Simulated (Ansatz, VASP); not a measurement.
PbSe in VASP and in Ansatz

INCAR

```
SYSTEM = PbSe
PREC = Accurate ; ENCUT = 520
EDIFF = 1E-7 ; ISMEAR = 0
SIGMA = 0.05 ; LREAL = .FALSE.
LASPH = .TRUE. ; NELM = 80
ALGO = Normal ; ISIF = 2
LWAVE = .FALSE. ; LCHARG = .TRUE.
GGA = B5 ; ALDAX = 1.0
AGGAX = 1.0 ; AGGAC = 1.0
ALDAC = 0.0 ; IVDW = 12
LELF = .TRUE. ; LVHAR = .TRUE.
VDW_S6 = 1.0 ; VDW_S8 = 2.6996
VDW_A1 = 0.4298 ; VDW_A2 = 4.2359
NBANDS = 17
```

File KPOINTS:

```
regular mesh
0
G
  6 6 6
  0 0 0
```

File POSCAR:

```
PbSe
1.0
    0.0000000000      3.1189422144      3.1189422144
    3.1189422144      0.0000000000      3.1189422144
    3.1189422144      3.1189422144      0.0000000000
Pb Se
1 1
Direct
    0.5000000000      0.5000000000      0.5000000000
    0.0000000000      0.0000000000      0.0000000000
```

Input for Ansatz:

```yaml
crystal:
  lattice:
    - [0.0, 3.1189422144, 3.1189422144]
    - [3.1189422144, 0.0, 3.1189422144]
    - [3.1189422144, 3.1189422144, 0.0]
  atoms:
    - { symbol: Pb, position: [0.5, 0.5, 0.5] }
    - { symbol: Se, position: [0.0, 0.0, 0.0] }
basis:
  ecutwfc: 420
  ecutrho_ratio: 4
kpoints:
  mp_grid: { grid: [6, 6, 6] }
hamiltonian:
  xc: blyp
  dispersion: d3bj
scf:
  occupations: { method: gaussian, width: 0.05 }
output:
  forces: true
  stress: true
  eigenvalues: true
```

Alike in both runs: task single point; functional BLYP; dispersion D3(BJ); k mesh 6 × 6 × 6; occupations gaussian, width 0.05 eV; no spin polarisation.

|  | VASP | Ansatz |
| --- | --- | --- |
| version | VASP 6.6.1 | Ansatz 0.2.0 |
| potentials or method | VASP PAW PBE potentials, release 64 (Pb_d, Se) | scalar-relativistic, plane waves, PAW |
| plane-wave cutoff (eV) | 520 | 420 |
| valence electrons in the cell | 20 | 30 |

```tsv
	VASP	Ansatz	Ansatz less VASP
gap on the k mesh at the Fermi level (eV)	0.55	0.57	+0.015
least direct gap on the mesh (eV)	0.55	0.57	+0.015
pressure (GPa)	-1.5	-1.6	-0.14
dispersion energy (meV/atom)	-817.4	-817.5	-0.10
```

The two sets of potentials don't hold the same shells in valence.

Caveats: the PAW data sets were made with another functional, which shifts forces and pressure a little (VASP); spin-orbit coupling is left out, which as a rule narrows the gap of such compounds by several tenths of an eV. A k mesh can miss the band edges.
